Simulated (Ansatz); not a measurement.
# FeO (I4/mmm) in Ansatz: elastic constants with PBEsol

Aim: the elastic constants of FeO with PBEsol.

Program: Ansatz 0.2.0. These are calculated values, not measurements. Logs are shortened: lines on timing, memory, paths and dates and some standing lists are left out, and cuts for length are marked.

### 1 Starting point

Symmetry: I4/mmm, No. 139, tetragonal system. Conventional cell: a = 3.204 Å, b = 3.204 Å, c = 4.167 Å, α = 90.00°, β = 90.00°, γ = 90.00°. Fe (site symmetry 4/mmm) is surrounded by 6 O at 2.08 to 2.27 Å. O (site symmetry 4/mmm) is surrounded by 6 Fe at 2.08 to 2.27 Å.

The cell comes from a database or a generator and needn't be the stable form of this composition.

### 2 Elastic constants, PBEsol, collinear spin, ferromagnetic start

Input file input.yaml:

```yaml
crystal:
  lattice:
    - [-1.602103413, 1.602103413, 2.08339225]
    - [1.602103413, -1.602103413, 2.08339225]
    - [1.602103413, 1.602103413, -2.08339225]
  atoms:
    - { symbol: Fe, position: [0.0, 0.0, 0.0], spin: 3.0 }
    - { symbol: O, position: [0.5, 0.5, 0.0] }
hamiltonian:
  xc: pbesol
  pseudopotentials: { kind: paw }
magnetization:
  spin_polarized: true
kpoints:
  mp_grid: { grid: [10, 10, 10] }
scf:
  occupations: { method: fermi_dirac, width: 0.05 }
output:
  forces: true
  stress: true
elastic:
  mode: relaxed_ion
  stencil: two_point
```

Potentials or basis: Ansatz PAW.

Run with:

```sh
ansatz run input.yaml --threads 2 --pin off --max-ram 5632MiB --backend cpu --events-out ev --progress --plain --runs-dir out
```

Standard output:

```text
Warning: RAYON_NUM_THREADS=2 ignored (pool sized by the plan → 2); use --threads N
Engine: ansatz 0.2.0, aarch64-unknown-linux-gnu
Pseudopotentials: kind: paw
Pseudopotential: Fe, paw, valence charge 16, recommended cutoff 420 eV (normal), Fe.paw.azcp
Pseudopotential: O, paw, valence charge 6, recommended cutoff 420 eV (normal), O.paw.azcp
Functional definition: PBEsol
  exchange = pbesol_x
  correlation = pbesol_c
Crystal: 2 atoms, lattice volume = 21.390 Å³
Basis set: ecut = 420 eV, 411 PW (Γ), exchange–correlation on 48×48×48 points (8 copies of the dense FFT grid, shifted against one another)
Bands: 17, of which v1, the nominal top of the filled ones, is band 11 counted from 1 (10 counted from 0)
Symmetry: 16 space group operations
Space group: I4/mmm (ITA 139), of the structure as read, at distance tolerance 2.8e-5 Å
Magnetic group: BNS 139.531 (UNI 1191), of the structure as read, at distance tolerance 2.8e-5 Å
k-points: 102 of 1000
Non-local potential: Fe, projectors of the file, l = 0: 3, l = 1: 2, l = 2: 3, l = 3: 1
Non-local potential: O, projectors of the file, l = 0: 2, l = 1: 2, l = 2: 1
PAW form: soft (Blöchl's): semilocal exchange-correlation on the pseudo side does not see the compensation charge
PAW frozen core: Fe, regenerated for the run's functional, and the local potential with it (the file was generated under x = pbe(κ = 0.804, μ = 0.2195149727645171), c = pbe(β = 0.06672455060314922))
PAW frozen core: O, regenerated for the run's functional, and the local potential with it (the file was generated under x = pbe(κ = 0.804, μ = 0.2195149727645171), c = pbe(β = 0.06672455060314922))
PAW one-centre angular grid: Fe, 590 points (default); XC on 64 Gauss nodes
PAW one-centre angular grid: O, 110 points (default); XC on 64 Gauss nodes
Initial density: superposition of atomic densities (chi_scale 0.1, normalization cell, long waves kept (reshape's long-wave potential 0.00 eV rms))
Starting moments: Σ|m| = 3 μB on 1 of 2 sites
Initial wavefunctions: pseudopotential atomic-orbital guess
Functional: x = pbesol(κ = 0.804, μ = 0.12345679012345678), c = pbesol(β = 0.046)
SCF 1 converged in 12 iterations: F = -5008.694103 eV  dr2 = 5.65e-12
a single point of the input's cell can leave the moments in the input for a lower state (scf.lower_state_search): this run first made a single point of its cell. This run's own SCFs start from the density of the state that the single point found, with the moments in the input. The single point stayed on the moments in the input.
Initial density: read from a saved state, or passed on in memory by an earlier SCF of this step, an earlier step, the calling program or the single point that the run made first
Stability of the state it starts from, as read at its close in the collinear treatment: not read negative (Ritz values of 1 − χ₀K, real part plus size of imaginary part, from 0.80 to 1.1, by its mixing steps under the symmetry group of the SCF that read it); its run was given moments
Starting moments: Σ|m| = 3 μB on 1 of 2 sites; this step starts from the density that it was given
iter 1 solved again at ethr=3.12e-9 eV; its pass at ethr=3.10e-3 eV (dr2=6.86e-7 eV) is discarded
SCF iter   1: F=—  HF=-5008.694103 eV  |F-HF|=—  |Δ(HF+E_count)|=         —  Δρ=4.86e-7 (↑2.88e-7 ↓4.86e-7)  dr2=7.24e-12  dr2_m=2.50e-11  M=4.002 μB ∫|m|=4.013 μB  β_m=0.65  ethr=3.12e-9  ⟨swp⟩=3.0  Hψ=25119  notcnv=0
eigensolver tolerance schedule: the retry pair's looser diagonalisation over-reported the residual by 94838.43 of it (diagonalisation noise at 0.11 of the residual, at the tolerance the schedule requests for it); recorded, not acted on — ethr = c·dr2/N_el stays at c = 1.0e-1
preconditioner: auto → none  [metal: Δε(μ)=0.018 eV  Ē_g=12.948 eV  σ=0.050 eV  W_gap=0.09  n_scr=0 (ndim 8)  ℏωp=30.0 eV  f_vac=0.000  D(μ)=1.48/eV (n_scr^D=14)]
SCF iter   2: F=—  HF=-5008.694103 eV  |F-HF|=—  |Δ(HF+E_count)|=  4.96e-10  Δρ=2.70e-7 (↑1.48e-7 ↓2.70e-7)  dr2=5.97e-12  dr2_m=6.04e-12  M=4.002 μB ∫|m|=4.013 μB  β_m=0.65  ethr=3.29e-14 (applied; sched 1.00e-12)  ⟨swp⟩=3.0  Hψ=7410  notcnv=0
SCF iter   3: F=—  HF=-5008.694103 eV  |F-HF|=—  |Δ(HF+E_count)|=  4.55e-12  Δρ=1.63e-7 (↑1.21e-7 ↓1.63e-7)  dr2=3.29e-12  dr2_m=2.28e-12  M=4.002 μB ∫|m|=4.013 μB  β_m=0.73  ethr=2.71e-14 (applied; sched 1.00e-12)  ⟨swp⟩=2.0  Hψ=5687  notcnv=0
SCF iter   4: F=—  HF=-5008.694103 eV  |F-HF|=—  |Δ(HF+E_count)|=  1.82e-12  Δρ=2.76e-8 (↑2.17e-8 ↓2.76e-8)  dr2=2.29e-13  dr2_m=3.02e-14  M=4.002 μB ∫|m|=4.013 μB  β_m=0.71  ethr=1.50e-14 (applied; sched 1.00e-12)  ⟨swp⟩=2.0  Hψ=5690  notcnv=0
SCF iter   5: F=—  HF=-5008.694103 eV  |F-HF|=—  |Δ(HF+E_count)|=  1.82e-12  Δρ=8.16e-9 (↑6.08e-9 ↓8.16e-9)  dr2=3.80e-15  dr2_m=7.10e-15  M=4.002 μB ∫|m|=4.013 μB  β_m=0.86  ethr=1.04e-15 (applied; sched 1.00e-12)  ⟨swp⟩=2.5  Hψ=5175  notcnv=0
SCF iter   6: F=-5008.694103 eV  HF=-5008.694103 eV  |F-HF|=1.82e-12  |Δ(HF+E_count)|=  1.82e-12  Δρ=3.40e-9 (↑3.40e-9 ↓2.49e-9)  dr2=4.45e-15  dr2_m=3.72e-16  M=4.002 μB ∫|m|=4.013 μB  ethr=1.00e-12  ⟨swp⟩=2.0  Hψ=9779  notcnv=0
SCF 2 converged in 6 iterations: F = -5008.694103 eV  dr2 = 4.45e-15
Crystal: 2 atoms, lattice volume = 21.347 Å³
Symmetry: 8 space group operations
k-points: 171 of 1000
Initial density: handed on by an earlier stage of this run
Initial wavefunctions: those handed on with the density
iter 1 solved again at ethr=3.61e-8 eV; its pass at ethr=3.10e-3 eV (dr2=7.93e-6 eV) is discarded
SCF iter   1: F=—  HF=-5008.698723 eV  |F-HF|=—  |Δ(HF+E_count)|=         —  Δρ=2.11e-4 (↑2.11e-4 ↓1.67e-4)  dr2=9.85e-6  dr2_m=3.79e-6  M=4.002 μB ∫|m|=4.013 μB  β_m=0.30  ethr=3.61e-8  ⟨swp⟩=2.2  Hψ=31106  notcnv=0  defer=123
preconditioner: auto → none  [metal: Δε(μ)=0.013 eV  Ē_g=12.963 eV  σ=0.050 eV  W_gap=0.07  n_scr=8 (ndim 8)  ℏωp=30.1 eV  f_vac=0.000  D(μ)=1.48/eV (n_scr^D=14)]
SCF iter   2: F=—  HF=-5008.698726 eV  |F-HF|=—  |Δ(HF+E_count)|=   3.28e-6  Δρ=1.43e-4 (↑1.27e-4 ↓1.43e-4)  dr2=2.76e-6  dr2_m=2.14e-6  M=4.002 μB ∫|m|=4.013 μB  β_m=0.38  ethr=3.61e-8  ⟨swp⟩=1.9  Hψ=6811  notcnv=0  defer=123
[... 88 lines left out ...]
SCF 10 converged in 6 iterations: F = -5008.694095 eV  dr2 = 2.51e-14
SCF converged after 6 iterations
Magnetization: 4.0018 μB (13.0009 up, 8.9991 down)
Absolute magnetization: 4.0127 μB (∫|ρ↑−ρ↓|, with the PAW one-centre terms)
Spin contamination: 0.0126 ħ² per cell (⟨S²⟩ above its minimum at these occupations)
Per-site moments (μB) at R_I (Å): [(3.392272811111962, 0.8593993031250001), (0.3130512479603116, 0.8593993031250001)]
Free energy (F): -5008.694103 eV
Harris-Foulkes:  -5008.694103 eV  (|F-HF|=1.82e-12)
Internal energy: -5008.681779 eV  (E = F + TS)
E sigma→0 (E₀):  -5008.687941 eV
Entropy (-TS):   -0.012324 eV (-6.162 meV/atom)
Fermi energy:    13.261818 eV
--- Per-component energies (eV) ---
  E_band       = -293.015212
  E_kinetic    = 512.126154
  E_local      = -2691.380725  (includes V_loc(G=0)·N_el)
  E_nonlocal   = 280.548948
  E_hartree    = 1091.880171
  E_xc         = -185.184863
  E_vxc        = -238.607149  (∫ρ·V_xc dr)
  E_paw        = -1491.836690  (= ΣΔE_a)
  E_vpaw       = -339.465702  (= ΣTr[D̂ρ^β])
  E_aug_tail   = 0.002919  (compensation charges beyond the density's cutoff)
  E_ewald      = -2525.052183
  E_core_change = 0.214490  (= ΣΔE_core)
  E_smearing   = -0.012324  (= −TS)
  E_closure    = -0.000000  (closes the sum)
  Σ components = -5008.694103   (vs F -5008.694103, Δ=0.00e0)
--- Forces (eV/Å), atoms counted from 1 ---
  atom   1  Fe    -0.00000000     0.00000000     0.00000000
  atom   2  O     -0.00000000     0.00000000    -0.00000000
  max |Σ_I F_I| component: 2.96e-30 eV/Å
--- Stress (GPa, compression-positive) ---
      -17.289821       0.000000       0.000000
        0.000000     -17.289821       0.000000
        0.000000      -0.000000     -13.862550
  P = ⅓ Tr σ = -16.1474 GPa (-161.474 kbar)
--- Band table (eV; the first three rows and the last of 204) ---
  k-point 0 ↑: bands = ["-76.3517", "-42.5237", "-42.5094", "-42.5094", "-7.0354", "9.3541", "9.3541", "9.3731", "9.5023", "9.6080", "9.6080", "9.6380", "9.6643", "12.9614", "28.1161", "29.5494", "29.5494"]
  k-point 1 ↑: bands = ["-76.3513", "-42.5254", "-42.5129", "-42.5103", "-6.9306", "8.0642", "8.8751", "9.1630", "9.2818", "9.6121", "9.8804", "10.1299", "10.6078", "13.7786", "26.7554", "28.4475", "28.8636"]
  k-point 2 ↑: bands = ["-76.3501", "-42.5297", "-42.5221", "-42.5125", "-6.6635", "6.8044", "8.5208", "8.8364", "9.0954", "9.6977", "10.2842", "10.4775", "10.9291", "15.5392", "25.3036", "25.4173", "27.2646"]
  k-point 101 ↓: bands = ["-72.2422", "-38.5373", "-38.5373", "-38.5085", "-5.3206", "6.8037", "8.8356", "8.8356", "11.2834", "13.9817", "13.9882", "13.9882", "14.3213", "19.3425", "22.5665", "24.0321", "27.3553"]
--- Elastic constants: 4 strain directions × 2 members + reference (group order 16) ---
  dense FFT box of the reference and of every strained cell: 24×24×24
  strains applied: 11, 33, 23, 12; error gains: componentwise 1.00 (the most a stress slope's error grows in a printed constant), spectral 1.41 (1 for all six strains in a standard setting)
  C = ∂σ_k/∂η_j (tension-positive GPa; Voigt order 11 22 33 23 13 12):
       101.595     69.298    137.858     -0.000      0.000     -0.000
        69.298    101.595    137.858      0.000      0.000     -0.000
       141.395    141.395    248.823     -0.000      0.000      0.000
         0.000      0.000     -0.000     44.077      0.000      0.000
        -0.000     -0.000      0.000      0.000     44.077      0.000
         0.000      0.000     -0.000      0.000      0.000     11.210
  reference stress σ⁰ (GPa):     17.290     17.290     13.863      0.000     -0.000     -0.000
  C* (energy form; C + prestress term) asymmetry max|C*_kj − C*_jk| = 1.099e-1 GPa — a small one proves nothing (zero by symmetry where the batch's group is 432, −43m or m−3m); a large one is finite-difference/SCF noise where every solve meets its electron count
  moduli (Voigt/Reuss/Hill, GPa): K = 127.68/32.09/79.88   G = 26.77/12.09/19.43   E = 53.92   ν = 0.387
  mechanically stable: yes (min eigenvalue of sym C = 8.59 GPa)
  strain η (Voigt 11):  stress-route row diagonal C_11 = 101.59 GPa, energy-path curvature d²(F+E_count+ΔE)/dδ²/Ω₀ = 101.96 GPa
         δ    σ_11 (GPa)             F (eV)   n_scf  n_hpsi   n_pw
    -2.000e-3      17.0840       -5008.6987211      10  120554    431   relax 0 steps, max|allowed force component| 8.06e-29 eV/Å
     2.000e-3      17.4904       -5008.6894419       8   96648    431   relax 0 steps, max|allowed force component| 8.21e-29 eV/Å
  strain η (Voigt 33):  stress-route row diagonal C_33 = 248.82 GPa, energy-path curvature d²(F+E_count+ΔE)/dδ²/Ω₀ = 247.90 GPa
         δ    σ_33 (GPa)             F (eV)   n_scf  n_hpsi   n_pw
    -2.000e-3      13.3585       -5008.6977348       9   67404    431   relax 0 steps, max|allowed force component| 1.97e-31 eV/Å
     2.000e-3      14.3538       -5008.6903361       7   65470    431   relax 0 steps, max|allowed force component| 2.96e-31 eV/Å
  strain η (Voigt 23):  stress-route row diagonal C_44 = 44.08 GPa, energy-path curvature d²(F+E_count+ΔE)/dδ²/Ω₀ = 37.08 GPa
         δ    σ_23 (GPa)             F (eV)   n_scf  n_hpsi   n_pw
    -2.000e-3      -0.0882       -5008.6940922      10  213315    431   relax 0 steps, max|allowed force component| 7.89e-31 eV/Å
     2.000e-3       0.0882       -5008.6940922       6  142390    431   relax 0 steps, max|allowed force component| 7.89e-31 eV/Å
  strain η (Voigt 12):  stress-route row diagonal C_66 = 11.21 GPa, energy-path curvature d²(F+E_count+ΔE)/dδ²/Ω₀ = 2.79 GPa
         δ    σ_12 (GPa)             F (eV)   n_scf  n_hpsi   n_pw
    -2.000e-3      -0.0224       -5008.6940953       9  116101    431   relax 0 steps, max|allowed force component| 1.58e-29 eV/Å
     2.000e-3       0.0224       -5008.6940953       6   92629    431   relax 0 steps, max|allowed force component| 2.73e-29 eV/Å
```

Wall time 35 s (2 threads of Arm Neoverse V2, shared host); peak memory 0.38 GiB.

What came out:

```
Free energy            : -5008.6941 eV
Pressure               : -16.1 GPa
Band gap on the k mesh : none (metal or under the smearing width)
Net moment             : 4.00 μB per cell
Absolute moment        : 4.01 μB per cell
Site moments           : Fe +3.39; O +0.31 μB
Voigt bulk modulus     : 128 GPa
```

Levels at points of the mesh, in eV from the Fermi level:
Spin up:
```
              k point  band 10  band 11  band 12  band 13  band 14  band 15  band 16  band 17
   (0.00, 0.00, 0.00)    -3.65    -3.65    -3.62    -3.60    -0.30    14.85    16.29    16.29
  (0.00, 0.00, -0.50)    -3.36    -2.89    -2.86    -2.79     4.64     7.74    10.62    13.41
  (0.00, -0.50, 0.00)    -3.03    -2.51    -0.83    -0.21     3.64     7.72    10.97    12.92
(-0.50, -0.50, -0.50)    -3.28    -2.85    -2.85    -2.76     4.76     8.77     9.57    13.10
```
Spin down:
```csv
k point,band 7,band 8,band 9,band 10,band 11,band 12
"(0.00, 0.00, 0.00)",-3.06,-3.06,-0.74,-0.74,-0.44,-0.34
"(0.00, 0.00, -0.50)",-4.46,-3.90,-1.88,0.53,0.55,0.80
"(0.00, -0.50, 0.00)",-5.02,-4.85,0.27,0.52,0.63,2.22
"(-0.50, -0.50, -0.50)",-4.43,-4.43,-1.98,0.72,0.73,0.73
```

Elastic tensor in Voigt notation (GPa, in the Cartesian axes of the cell as first typed):
```
102  69 138   0   0   0
 69 102 138   0   0   0
141 141 249   0   0   0
  0   0   0  44   0   0
  0   0   0   0  44   0
  0   0   0   0   0  11
```

Caveat: the cell is more than 3 GPa from zero pressure, which shifts response properties; elastic constants of metals need much finer meshes, so these are rough; so large a pressure means that the cell lies far from this level's equilibrium, or that cutoff or potentials fall short; the pressure holds a Pulay correction of +0.7 GPa for the finite cutoff; a cell with one magnetic atom can't hold antiferromagnetic order, which such compounds often take; semilocal functionals often make such compounds metallic where correlation or magnetic order opens a gap, which also shifts bond lengths; the PAW data sets come from PBE, with cores solved anew for the run's functional, which leaves a small shift of forces and pressure. With open d or f shells a metallic result of PBEsol can be an artefact of self-interaction; +U or a hybrid may open a gap.
